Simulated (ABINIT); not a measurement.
# Li2O: equation of state with HCTH407

The system is Li2O.

```
O Li
1.0
     0.00000    2.32685    2.32685
     2.32685    0.00000    2.32685
     2.32685    2.32685    0.00000
O Li
1 2
Direct
  0.00000 0.00000 0.00000
  0.25000 0.25000 0.25000
  0.75000 0.75000 0.75000
```

The cell comes from a database or a generator and needn't be the stable form of this composition.

* Program: ABINIT 10.8.3 (patched build)
* Task: equation of state
* Functional: HCTH407
* Potentials or basis: JTH PAW PBE v2.0
* Cutoff: 626 eV
* k mesh: 10 × 10 × 10
* Occupations: fermi-dirac, width 0.05 eV
* Spin: no spin polarisation

```
Equilibrium volume                      : 8.71 Å³/atom
Bulk modulus                            : 71 GPa
Pressure derivative of the bulk modulus : 4.0 (rough: it moves with the points fitted)
```

Energy against volume, from the lowest point:
```tsv
volume (Å³/atom)	energy (meV/atom)
7.895	19.59
8.063	11.89
8.231	6.23
8.399	2.49
8.567	0.42
8.735	0.00
8.903	0.88
```

Wall time 2.7 min on 1 thread of Arm Neoverse V1, with other jobs on the host, peak memory 0.13 GiB.

Caveat: pressures at fixed basis lie under the slope of the energies; the PAW data sets were made with another functional, which shifts forces and pressure a little.
